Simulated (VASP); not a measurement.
# WC: single point with PBE

WC:

```
W C
1.0
     0.00000    2.19268    2.19268
     2.19268    0.00000    2.19268
     2.19268    2.19268    0.00000
W C
1 1
Direct
  0.98141 0.99411 0.02703
  0.51862 0.50702 0.46254
```

The cell comes from a database or a generator and needn't be the stable form of this composition.

The cell isn't the ideal one: all atoms moved at random, sigma 0.1 Å a component; atoms moved at random, drawn with an rms of 0.05 Å.

- Program: VASP 6.6.1
- Task: single point
- Functional: PBE
- Potentials or basis: VASP PAW PBE potentials, release 64 (W_sv, C)
- Cutoff: 520 eV
- k mesh: 10 × 10 × 10
- Occupations: fermi-dirac, width 0.05 eV
- Spin: no spin polarisation
- Further INCAR settings: ALGO = Normal; EDIFF = 1e-07; NBANDS = 16

```
Pressure               : 3.9 GPa
Largest force          : 1.249 eV/Å
Band gap on the k mesh : none (metal or under the smearing width)
```

Forces in eV/Å, atoms in the order of the input:
```
W   -0.835 -0.456  0.810
C    0.835  0.456 -0.810
```

Stress tensor (GPa, compression positive):
```
 5.74 -0.22  0.34
-0.22  0.69  0.22
 0.34  0.22  5.35
```

Levels at points of the mesh, in eV from the Fermi level:
| k point | band 7 | band 8 | band 9 | band 10 | band 11 | band 12 |
| --- | --- | --- | --- | --- | --- | --- |
| (0.00, 0.00, 0.00) | -3.18 | -2.91 | -2.16 | -1.59 | -0.18 | 0.31 |
| (0.50, 0.00, 0.00) | -6.55 | -6.42 | 1.02 | 1.09 | 2.36 | 4.59 |
| (0.00, 0.50, 0.00) | -6.50 | -6.35 | 1.03 | 1.04 | 2.32 | 4.43 |
| (0.00, 0.00, 0.50) | -6.63 | -6.60 | 1.08 | 1.13 | 2.43 | 5.00 |
| (0.50, 0.50, 0.50) | -6.50 | -6.35 | 1.02 | 1.04 | 2.33 | 4.44 |
| (0.50, 0.50, 0.00) | -5.54 | -2.64 | -2.14 | 1.12 | 2.30 | 2.31 |
| (0.00, 0.50, 0.50) | -5.53 | -2.64 | -2.16 | 1.11 | 2.30 | 2.30 |
| (0.50, 0.00, 0.50) | -5.56 | -2.74 | -1.97 | 1.22 | 2.31 | 2.31 |

Run time: 41 s on 1 thread of Intel(R) Xeon(R) 6975P-C (Granite Rapids), on a shared host, peak memory 0.28 GiB.

Spin-orbit coupling is left out, which matters for the levels of W.
